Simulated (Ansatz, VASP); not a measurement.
# Cross-check of ZnO between VASP and Ansatz

One calculation is typed for both programs; each brings its own data sets and cutoff. How far apart do they land?

Main program and level: Ansatz 0.2.0; plane waves, with VASP 6.6.1 beside it; relaxation of cell and atoms at r2SCAN.

### Step 1. Set-up

It takes space group P6_3mc (No. 186, hexagonal). The conventional cell has a = 3.250 Å, b = 3.250 Å, c = 5.207 Å, α = 90.00°, β = 90.00°, γ = 120.00°. Nearest to Zn lie 4 O at 1.97 to 1.99 Å. Nearest to O lie 4 Zn at 1.97 to 1.99 Å. Farther neighbours and most contacts between anions are not listed.

Structure file:

```cif
data_structure
_symmetry_space_group_name_H-M 'P6_3mc'
_symmetry_Int_Tables_number 186
_cell_length_a 3.2500
_cell_length_b 3.2500
_cell_length_c 5.2070
_cell_angle_alpha 90.000
_cell_angle_beta 90.000
_cell_angle_gamma 120.000
_cell_volume 47.63
loop_
_atom_site_label
_atom_site_type_symbol
_atom_site_symmetry_multiplicity
_atom_site_Wyckoff_symbol
_atom_site_fract_x
_atom_site_fract_y
_atom_site_fract_z
_atom_site_occupancy
Zn1 Zn 2 b 0.33333 0.66667 0.00000 1
O1 O 2 b 0.33333 0.66667 0.38200 1
```

### Step 2. Ansatz: relaxation of cell and atoms, r2SCAN

Ansatz runs on its default PAW (the set named soft_2) files.

The relaxed volume is the usual yardstick between codes: its relative difference is about their pressure difference at one cell divided by the bulk modulus.

Input file input.yaml:

```yaml
crystal:
  lattice:
    - [3.25, 0.0, 0.0]
    - [-1.625, 2.814582562, 0.0]
    - [0.0, 0.0, 5.207]
  atoms:
    - { symbol: Zn, position: [0.3333333333, 0.6666666667, 0.0] }
    - { symbol: Zn, position: [0.6666666667, 0.3333333333, 0.5] }
    - { symbol: O, position: [0.3333333333, 0.6666666667, 0.382] }
    - { symbol: O, position: [0.6666666667, 0.3333333333, 0.882] }
hamiltonian:
  xc: r2scan
  pseudopotentials: { kind: paw }
kpoints:
  mp_grid: { grid: [9, 9, 5] }
scf:
  occupations: { method: gaussian, width: 0.02 }
relax:
  f_tol: 0.01
  max_steps: 60
  cell: { stress_tol: 0.05 }
output:
  forces: true
  stress: true
```

The run is started by

```
> ansatz run input.yaml --threads 4 --pin off --max-ram 9216MiB --backend cpu --events-out ev --progress --plain --runs-dir out
```

Numbers of over 12 decimals in the logs are rounded to 6 here.

Log:

```text
Engine: ansatz 0.2.0, aarch64-unknown-linux-gnu
Pseudopotentials: kind: paw
Pseudopotential: Zn, paw, valence charge 12, recommended cutoff 500 eV (meta_gga), Zn.paw.azcp
Pseudopotential: O, paw, valence charge 6, recommended cutoff 500 eV (meta_gga), O.paw.azcp
Functional definition: r2SCAN
  parameter k0 = 0.174
  parameter k1 = 0.065
  parameter a1 = 4.9479
  exchange = r2scan_x(k0 = k0, k1 = k1, a1 = a1)
  correlation = r2scan_c
Crystal: 4 atoms, lattice volume = 47.630 Å³
Basis set: ecut = 500 eV, 1213 PW (Γ), exchange–correlation on 96×96×160 points (64 copies of the dense FFT grid, shifted against one another)
Bands: 22, of which v1, the nominal top of the filled ones, is band 18 counted from 1 (17 counted from 0)
Symmetry: 12 space group operations
Space group: P63mc (ITA 186), of the structure as read, at distance tolerance 3.6e-5 Å
k-points: 36 of 405 (time reversal used)
Non-local potential: Zn, projectors of the file, l = 0: 2, l = 1: 2, l = 2: 3, l = 3: 1
Non-local potential: O, projectors of the file, l = 0: 2, l = 1: 2, l = 2: 1
PAW form: soft (Blöchl's): semilocal exchange-correlation on the pseudo side does not see the compensation charge
PAW frozen core: Zn, regenerated for the run's functional (the file was generated under x = pbe(κ = 0.804, μ = 0.219515), c = pbe(β = 0.066725))
PAW frozen core: O, regenerated for the run's functional (the file was generated under x = pbe(κ = 0.804, μ = 0.219515), c = pbe(β = 0.066725))
PAW one-centre angular grid: Zn, 590 points (default); XC on 261 of its mesh's 2673 points in the sphere
PAW one-centre angular grid: O, 302 points (default); XC on 160 Gauss nodes
Initial density: superposition of atomic densities (neutral atoms: chi_scale 0, normalization atom), corrected by the library's trained network
Initial wavefunctions: pseudopotential atomic-orbital guess
Functional: x = r2scan, c = r2scan; τ floored in thin density (d = 2e-4 eV/Å³)
SCF iter   1: F=—  HF=-7789.831149 eV  |F-HF|=—  |Δ(HF+E_count)|=         —  Δρ=2.02e-2  dr2=9.48e-2  dr2_τ=9.81e-2  ethr=1.77e-3  ⟨swp⟩=6.0  Hψ=3585  notcnv=0
preconditioner: auto → Resta (q_TF=auto, 2.604 Å⁻¹)  ε∞=6.6  [insulator: Δε(μ)=1.373 eV  Ē_g=13.657 eV  σ=0.020 eV  W_gap=1.00  n_scr=22 (ndim 8)  ℏωp=32.3 eV  f_vac=0.036  D(μ)=0.00/eV (n_scr^D=0)  ε∞_Penn≈6.6]
SCF iter   2: F=—  HF=-7789.854516 eV  |F-HF|=—  |Δ(HF+E_count)|=   2.34e-2  Δρ=4.93e-3  dr2=9.39e-3  dr2_τ=6.73e-4  ethr=2.63e-4  ⟨swp⟩=2.4  Hψ=1817  notcnv=0
SCF iter   3: F=—  HF=-7789.851926 eV  |F-HF|=—  |Δ(HF+E_count)|=   2.59e-3  Δρ=4.75e-3  dr2=5.39e-3  dr2_τ=2.13e-4  ethr=2.61e-5  ⟨swp⟩=2.0  Hψ=1512  notcnv=0
SCF iter   4: F=—  HF=-7789.850734 eV  |F-HF|=—  |Δ(HF+E_count)|=   1.19e-3  Δρ=5.49e-4  dr2=1.16e-4  dr2_τ=2.73e-5  ethr=1.50e-5  ⟨swp⟩=3.0  Hψ=1495  notcnv=0
SCF iter   5: F=—  HF=-7789.850810 eV  |F-HF|=—  |Δ(HF+E_count)|=   7.63e-5  Δρ=2.95e-4  dr2=2.41e-5  dr2_τ=2.09e-6  ethr=3.23e-7  ⟨swp⟩=2.4  Hψ=1432  notcnv=0
SCF iter   6: F=—  HF=-7789.850833 eV  |F-HF|=—  |Δ(HF+E_count)|=   2.27e-5  Δρ=4.68e-5  dr2=1.24e-6  dr2_τ=1.96e-8  ethr=6.69e-8  ⟨swp⟩=2.1  Hψ=1279  notcnv=0
SCF iter   7: F=—  HF=-7789.850834 eV  |F-HF|=—  |Δ(HF+E_count)|=   5.62e-7  Δρ=1.78e-5  dr2=1.31e-7  dr2_τ=8.77e-9  ethr=3.45e-9  ⟨swp⟩=2.0  Hψ=1379  notcnv=0
SCF iter   8: F=-7789.850834 eV  HF=-7789.850834 eV  |F-HF|=4.73e-8  |Δ(HF+E_count)|=   2.29e-8  Δρ=1.17e-5  dr2=6.32e-8  dr2_τ=4.96e-9  ethr=2.78e-10  ⟨swp⟩=4.3  Hψ=2896  notcnv=0
SCF 1 converged in 8 iterations: F = -7789.850834 eV  dr2 = 6.32e-8
  greatest PAW one-centre occupation: 0.987 electrons in one spin orbital (limit 2), on the Zn atom at site 1 (counted from 0), in its partial waves of l = 2
relax step   1: F+E_penalty+E_count = -7789.85083368 eV  Δ(F+E_penalty+E_count) = +0.000e0 eV  max|allowed force component| = 3.200e-2 eV/Å  Δτ_max = 0.0000 Å  P = -1.232 GPa  Ω = 47.630 Å³  (8 SCF iters, dr2 threshold 1.00e-7 eV, accepted)
[...]
relax step   2: F+E_penalty+E_count = -7789.85232537 eV  Δ(F+E_penalty+E_count) = -1.492e-3 eV  max|allowed force component| = 2.989e-2 eV/Å  Δτ_max = 0.0013 Å  P = -0.595 GPa  Ω = 47.425 Å³  energy of the carried Pulay correction = +1.305e-4 eV  (5 SCF iters, dr2 threshold 4.00e-7 eV, accepted)
[...]
relax step   3: F+E_penalty+E_count = -7789.85301839 eV  Δ(F+E_penalty+E_count) = -6.930e-4 eV  max|allowed force component| = 1.909e-2 eV/Å  Δτ_max = 0.0024 Å  P = +0.058 GPa  Ω = 47.219 Å³  energy of the carried Pulay correction = +2.614e-4 eV  (6 SCF iters, dr2 threshold 4.00e-7 eV, accepted)
[...]
relax step   4: F+E_penalty+E_count = -7789.85308409 eV  Δ(F+E_penalty+E_count) = -6.570e-5 eV  max|allowed force component| = 5.379e-3 eV/Å  Δτ_max = 0.0028 Å  P = -0.009 GPa  Ω = 47.240 Å³  energy of the carried Pulay correction = +2.476e-4 eV  (6 SCF iters, dr2 threshold 2.28e-8 eV, accepted)
[...]
relax step   5: F+E_penalty+E_count = -7789.85283677 eV  Δ(F+E_penalty+E_count) = +2.473e-4 eV  max|allowed force component| = 5.331e-3 eV/Å  Δτ_max = 0.0000 Å  P = -0.010 GPa  Ω = 47.240 Å³  stress off target by 4.45e-2 GPa  SCF on the basis re-selected at this cell (its energy is not comparable with the rows above)  (6 SCF iters)
basis re-selected at this cell: Δ(F+E_penalty+E_count) = +2.473e-4 eV, ΔP = -0.000 GPa vs the last step (what re-selecting the basis moved, of the pressure what is left beyond the Pulay correction that the steps carried, after the strain that the cell walked since its last selection, with what the two solves' SCF thresholds leave and, on support functions, any second-order correction that the steps lacked; it is no m [...]
SCF converged after 6 iterations
Free energy (F): -7789.852837 eV
Harris-Foulkes:  -7789.852837 eV  (|F-HF|=8.19e-12)
Internal energy: -7789.852837 eV  (E = F + TS)
E sigma→0 (E₀):  -7789.852837 eV
Fermi energy:    7.586963 eV
--- Per-component energies (eV) ---
  E_band       = 49.635448
  E_kinetic    = 612.813354
  E_local      = -4006.014725  (includes V_loc(G=0)·N_el)
  E_nonlocal   = 1342.601482
  E_hartree    = 1653.216315
  E_xc         = -392.761019
  E_vxc        = -315.762964  (∫ρ·V_xc dr)
  E_paw        = -4029.071273  (= ΣΔE_a)
  E_vpaw       = -909.583177  (= ΣTr[D̂ρ^β])
  E_aug_tail   = 0.001863  (compensation charges beyond the density's cutoff)
  E_vtau       = 19.147050  (kinetic-family band-sum trace: ∫τ·v_τ [+ j·A + Jᵃ·Aᵃ] dr)
  E_ewald      = -2970.209716
  E_core_change = -0.429119  (= ΣΔE_core)
  E_smearing   = -0.000000  (= −TS)
  E_closure    = -0.000000  (closes the sum)
  Σ components = -7789.852837   (vs F -7789.852837, Δ=0.00e0)
--- Forces (eV/Å), atoms counted from 1 ---
  atom   1  Zn     0.00000000    -0.00000000    -0.00531497
  atom   2  Zn    -0.00000000     0.00000000    -0.00531497
  atom   3  O     -0.00000000     0.00000000     0.00534606
  atom   4  O      0.00000000    -0.00000000     0.00534606
  max |Σ_I F_I| component: 6.22e-5 eV/Å
--- Stress (GPa, compression-positive) ---
       -0.036935       0.000000       0.000000
        0.000000      -0.036935      -0.000000
        0.000000      -0.000000       0.044497
  P = ⅓ Tr σ = -0.0098 GPa (-0.098 kbar)
--- Relaxed structure (4 steps of the walk, 4 accepted, 1 SCFs on fresh bases) ---
  F+E_penalty+E_count = -7789.85283677 eV   max|allowed force component| = 5.331e-3 eV/Å   (the final SCF, on the basis selected at the relaxed cell)
  cell:  # Å, volume = 47.2404 Å³
    - [3.235336, 0.0, 0]
    - [-1.617668, 2.801883, 0]
    - [0, 0, 5.211272]
  atoms:
    - { symbol: Zn, position: [0.333333, 0.666667, 0.00125344] }
    - { symbol: Zn, position: [0.666667, 0.333333, 0.501253] }
    - { symbol: O, position: [0.333333, 0.666667, 0.380747] }
    - { symbol: O, position: [0.666667, 0.333333, 0.880747] }
```

Run time: 12 s. Hardware: 4 threads of Arm Neoverse V1, shared host; peak memory 0.48 GiB; 44 s of CPU time.

[end of part 1 of 2]

[Lines on the potential files, build, host, timing and source positions are cut from VASP's logs without a mark.]

[Logs are printed without paths, hosts, clocks, repeated set-up lines and the standing remarks that a program may print on its own settings, such as how far it seeks lower states.]

[Hosts, paths, dates, database ids (printed as entryN), source tags and the programs' standing remarks are cut or masked in the printed files.]
